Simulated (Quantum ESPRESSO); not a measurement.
# C under changes of volume

One of the cells (5.672 Å³/atom); the others are scaled copies at fixed shape and fractional positions:

```
C
1.0
     0.00000    1.78337    1.78337
     1.78337    0.00000    1.78337
     1.78337    1.78337    0.00000
C
2
Direct
  0.75000 0.75000 0.75000
  0.50000 0.50000 0.50000
```

This isn't the form of C at room conditions, which is graphite.

| Property | Result |
| --- | --- |
| Program | Quantum ESPRESSO 7.5 |
| Functional | r2SCAN |
| Potentials or basis | SG15 PBE 1.2 |
| Cutoff | 1197 eV |
| Density cutoff | 4789 eV |
| k mesh | 10 × 10 × 10 |
| Occupations | fermi-dirac, width 0.05 eV |
| Spin | no spin polarisation |

```tsv
volume (Å³/atom)	energy over the lowest point (meV/atom)	pressure (GPa)	gap on the mesh (eV)
5.332	?	?	?
5.445	9.96	16.8	4.39
5.558	1.59	6.8	4.35
5.672	0.00	-2.3	4.30
5.785	4.57	-10.6	4.25
5.899	14.76	-18.2	4.21
6.012	30.06	-25.0	4.17
```

Problem. What does the run at 5.332 Å³/atom give?

Solution. Energy over the lowest point 25.77 meV/atom; pressure 27.9 GPa; gap on the mesh 4.44 eV.

Worked out: A Birch-Murnaghan fit of order 3 (a polynomial in V^(-2/3)) to the other rows has its minimum at 5.64 Å³/atom with B0 = V·E''(V) = 443 GPa and B' = 3.6. It gives 25.68 meV/atom at 5.332 Å³/atom, against the run's 25.77, and -dE/dV = 27.9 GPa, against 27.9. A straight line through the other rows of the gap, of slope -2.26 eV per unit of ln V, extrapolates to 4.44 eV, against the run's 4.44.

Energies are extrapolated to zero smearing.

Caveats: the potentials were made for another functional, which shifts forces and pressure.

A mesh can miss the band edges.
